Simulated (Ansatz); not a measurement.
The system is ZnSiP2.

```
Zn P Si
1.0
    -2.68670    2.68670    5.23003
     2.68670   -2.68670    5.23003
     2.68670    2.68670   -5.23003
Zn P Si
2 4 2
Direct
  0.75000 0.25000 0.50000
  0.00000 0.00000 0.00000
  0.14230 0.62500 0.01730
  0.60770 0.12500 0.98270
  0.87500 0.85770 0.48270
  0.37500 0.39230 0.51730
  0.25000 0.75000 0.50000
  0.50000 0.50000 0.00000
```

The cell is a database's computed one.

Base run:

- Program: Ansatz 0.2.0
- Functional: revPBE
- Potentials or basis: Ansatz PAW
- Cutoff: 420 eV (not typed: the program's choice for these potentials)
- k mesh: 5 × 5 × 5
- Occupations: fermi-dirac, width 0.05 eV
- Spin: no spin polarisation

Its results: band gap on the k mesh 1.37 eV, direct; pressure 3.7 GPa.

**Question.** The run is repeated on the same cell with these changes: functional from revPBE to RPBE. What comes out?

**Answer.** Band gap on the k mesh 1.39 eV, direct; pressure 4.3 GPa.

Caveats: the PAW data sets come from PBE, with cores solved anew for the run's functional, which leaves a small shift of forces and pressure.
